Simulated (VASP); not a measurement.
# Settings for ZnSe: effective masses

ZnSe, F-43m (no. 216), 2 atoms in the cell. PBEsol, effective masses by finite differences; PAW potentials Se, Zn (PBE set). VASP 6.6.1.

Wanted: masses at the band edges within 5 %; gap between the edges within 0.01 eV.

POSCAR:
```
ZnSe
1.0
    0.0000000000      2.8338000000      2.8338000000
    2.8338000000      0.0000000000      2.8338000000
    2.8338000000      2.8338000000      0.0000000000
Se Zn
1 1
Direct
    0.7500000000      0.7500000000      0.7500000000
    0.0000000000      0.0000000000      0.0000000000
```

The series start from Step in k (1/Å): 0.02; Cutoff ENCUT (eV): 500; k mesh: 6 × 6 × 6; SCF threshold EDIFF (eV): 1e-8; PREC: Accurate. Each series keeps the choices made before it, and each single choice may use up half of a tolerance. Times cover all steps of a run.

## Step in k (1/Å)

| Step in k (1/Å) | Masses at the band edges, largest deviation | Gap between the edges (eV) | Time (s) |
|---|---|---|---|
| 0.1 | 30 % | 1.169 | 52 |
| 0.06 | 12 % | 1.169 | 52 |
| 0.035 | 4.4 % | 1.169 | 52 |
| 0.02 | 1.4 % | 1.169 | 52 |
| 0.01 | 0.33 % | 1.169 | 52 |
| 0.005 (reference) | 0 % | 1.169 | 53 |

Chosen: 0.02, the loosest value from which every tighter one stays within half of the tolerance.

## Cutoff ENCUT (eV)

| Cutoff ENCUT (eV) | Masses at the band edges, largest deviation | Gap between the edges (eV) | Time (s) |
|---|---|---|---|
| 250 | 0.22 % | 1.170 | 17 |
| 300 | 0.34 % | 1.164 | 18 |
| 350 | 0.23 % | 1.166 | 19 |
| 400 | 0.11 % | 1.168 | 39 |
| 500 | 0.32 % | 1.169 | 52 |
| 600 | 0.017 % | 1.169 | 46 |
| 750 (reference) | 0 % | 1.169 | 86 |

Chosen: 350.

## k mesh

| k mesh | Masses at the band edges, largest deviation | Gap between the edges (eV) | Time (s) |
|---|---|---|---|
| 3 × 3 × 3 | 4.5 % | 1.122 | 23 |
| 4 × 4 × 4 | 1.6 % | 1.152 | 18 |
| 5 × 5 × 5 | 0.56 % | 1.162 | 19 |
| 6 × 6 × 6 | 0.23 % | 1.166 | 19 |
| 7 × 7 × 7 | 0.11 % | 1.167 | 20 |
| 9 × 9 × 9 | 0.017 % | 1.168 | 21 |
| 12 × 12 × 12 (reference) | 0 % | 1.168 | 28 |

Chosen: 6 × 6 × 6.

## SCF threshold EDIFF (eV)

| SCF threshold EDIFF (eV) | Masses at the band edges, largest deviation | Gap between the edges (eV) | Time (s) |
|---|---|---|---|
| 0.0001 | 0.017 % | 1.165 | 15 |
| 1e-5 | 0 % | 1.166 | 17 |
| 1e-6 | 0 % | 1.166 | 17 |
| 1e-7 | 0 % | 1.166 | 18 |
| 1e-8 (reference) | 0 % | 1.166 | 19 |

Chosen: 0.0001.

## PREC

| PREC | Masses at the band edges, largest deviation | Gap between the edges (eV) | Time (s) |
|---|---|---|---|
| Accurate | 0 % | 1.165 | 15 |
| Normal | 0.22 % | 1.165 | 13 |
| Single | 0.86 % | 1.167 | 14 |

Chosen: Accurate; no other choice that stays within half of the tolerance saves 30 % of the time.

## All choices together

| Input | Masses at the band edges, largest deviation | Gap between the edges (eV) | Time (s) |
|---|---|---|---|
| program defaults, k points 0.5 per Å apart (naive) | 91 % | 1.152 | 6.2 |
| chosen settings | 0.98 % | 1.165 | 15 |
| reference settings throughout | 0 % | 1.171 | 108 |

The tolerance is met.

## The input

INCAR.step1:
```
PREC = Accurate
ENCUT = 350
EDIFF = 1E-4
ISMEAR = 0
SIGMA = 0.02
LASPH = True
LREAL = False
ALGO = Normal
NELM = 120
LWAVE = True
LCHARG = False
NBANDS = 16
KPAR = 2
GGA = PS
```

INCAR.step2, as INCAR.step1 but for:
```
+ ISTART = 1
+ LORBIT = 10
```

INCAR.step3, as INCAR.step2 but for:
```
- LWAVE = True
+ LWAVE = False
```

KPOINTS:
```
Automatic mesh
0
Gamma
  6 6 6
  0 0 0
```

KPOINTS_OPT.step1:
```
path GXWKGLUWLK,UX
16
line-mode
reciprocal
 0.0000000000  0.0000000000  0.0000000000  G
 0.5000000000  0.0000000000  0.5000000000  X

 0.5000000000  0.0000000000  0.5000000000  X
 0.5000000000  0.2500000000  0.7500000000  W

 0.5000000000  0.2500000000  0.7500000000  W
 0.3750000000  0.3750000000  0.7500000000  K

 0.3750000000  0.3750000000  0.7500000000  K
 0.0000000000  0.0000000000  0.0000000000  G

 0.0000000000  0.0000000000  0.0000000000  G
[... 6 lines left out ...]
 0.5000000000  0.2500000000  0.7500000000  W

 0.5000000000  0.2500000000  0.7500000000  W
 0.5000000000  0.5000000000  0.5000000000  L

 0.5000000000  0.5000000000  0.5000000000  L
 0.3750000000  0.3750000000  0.7500000000  K

 0.6250000000  0.2500000000  0.6250000000  U
 0.5000000000  0.0000000000  0.5000000000  X
```

KPOINTS_OPT.step2:
```
band edges and their surroundings
46
Reciprocal
  0.0000000000   0.0000000000   0.0000000000 1
  0.0000000000   0.0135303983   0.0135303983 1
 -0.0000000000  -0.0135303983  -0.0135303983 1
  0.0135303983   0.0000000000   0.0135303983 1
 -0.0135303983   0.0000000000  -0.0135303983 1
  0.0135303983   0.0135303983   0.0000000000 1
 -0.0135303983  -0.0135303983   0.0000000000 1
  0.0135303983   0.0135303983   0.0270607967 1
 -0.0135303983   0.0135303983  -0.0000000000 1
[... 30 lines left out ...]
 -0.0000000000  -0.0135303983   0.0135303983 1
  0.0000000000   0.0135303983  -0.0135303983 1
 -0.0270607967  -0.0135303983  -0.0135303983 1
  0.0095674364   0.0095674364   0.0191348728 1
 -0.0095674364  -0.0095674364  -0.0191348728 1
  0.0156235582   0.0156235582   0.0156235582 1
 -0.0156235582  -0.0156235582  -0.0156235582 1
```

KPOINTS_OPT.step3:
```
band edges and their surroundings
46
Reciprocal
  0.0000000000   0.0000000000   0.0000000000 1
  0.0000000000   0.0090202656   0.0090202656 1
 -0.0000000000  -0.0090202656  -0.0090202656 1
  0.0090202656   0.0000000000   0.0090202656 1
 -0.0090202656   0.0000000000  -0.0090202656 1
  0.0090202656   0.0090202656   0.0000000000 1
 -0.0090202656  -0.0090202656   0.0000000000 1
  0.0090202656   0.0090202656   0.0180405311 1
 -0.0090202656   0.0090202656  -0.0000000000 1
[... 30 lines left out ...]
 -0.0000000000  -0.0090202656   0.0090202656 1
  0.0000000000   0.0090202656  -0.0090202656 1
 -0.0180405311  -0.0090202656  -0.0090202656 1
  0.0063782909   0.0063782909   0.0127565819 1
 -0.0063782909  -0.0063782909  -0.0127565819 1
  0.0104157055   0.0104157055   0.0104157055 1
 -0.0104157055  -0.0104157055  -0.0104157055 1
```

Commands (each step's output is kept before the next begins):
```
cat potpaw_PBE.64/Se/POTCAR potpaw_PBE.64/Zn/POTCAR > POTCAR
cp INCAR.step1 INCAR
cp KPOINTS_OPT.step1 KPOINTS_OPT
mpirun -np 2 vasp_std > vasp.out
cp INCAR.step2 INCAR
cp KPOINTS_OPT.step2 KPOINTS_OPT
mpirun -np 2 vasp_std > vasp.out
cp INCAR.step3 INCAR
cp KPOINTS_OPT.step3 KPOINTS_OPT
mpirun -np 2 vasp_std > vasp.out
```

Limits: very small steps in k measure the noise of the levels more than their curvature.

The chosen input took VASP 6.6.1 15 s on 2 cores (Intel Xeon Platinum 8259CL @ 2.50GHz (Skylake/Cascade Lake)), a shared host.

## An input that fails: step far under the noise of the levels

It runs to its end, but against the unchanged starting input it is off by 18 % in the masses at the band edges, 0.000 eV in the gap between the edges.

Step in k (1/Å): 0.02 becomes 0.0005.

Changes against the starting input:
```
(step 3)
- EDIFF = 1e-08
+ EDIFF = 0.0001
```
